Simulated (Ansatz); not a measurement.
Hg:

```
Hg
1.0
     3.44194    0.00000    0.00000
    -1.72097    2.98081    0.00000
     0.00000    0.00000   11.06233
Hg
4
Direct
  0.66667 0.33333 0.75000
  0.00000 0.00000 0.50000
  0.33333 0.66667 0.25000
  0.00000 0.00000 0.00000
```

| Property | Result |
| --- | --- |
| Program | Ansatz 0.2.0 |
| Task | single point |
| Functional | PBE |
| Potentials or basis | Ansatz PAW |
| Cutoff | 420 eV (not typed: the program's choice for these potentials) |
| k mesh | 9 × 9 × 3 |
| Occupations | fermi-dirac, width 0.05 eV |
| Spin | no spin polarisation |

On this cell: pressure 0.9 GPa; largest force under 0.003 eV/Å; band gap on the k mesh none (metal or under the smearing width).

The same run follows on a disturbed copy (atoms moved at random, drawn with an rms of 0.05 Å):

```
Hg
1.0
     3.44194    0.00000    0.00000
    -1.72097    2.98081    0.00000
     0.00000    0.00000   11.06233
Hg
4
Direct
  0.68402 0.34737 0.75048
  0.00308 0.01144 0.49851
  0.32491 0.66946 0.24858
  0.99884 0.99309 0.99862
```

Task: What changes?

Result: The energy (extrapolated to zero smearing) moves by +0.1 meV/atom; pressure 0.9 GPa; largest force 0.027 eV/Å; band gap on the k mesh none (metal or under the smearing width).

Forces on the atoms (eV/Å):
```
Hg  -0.002 -0.003 -0.027
Hg   0.000 -0.001  0.013
Hg   0.002  0.000  0.000
Hg  -0.001  0.004  0.014
```

Stress tensor (GPa, compression positive):
```
 0.83 -0.06  0.00
-0.06  0.90  0.00
 0.00  0.00  0.83
```
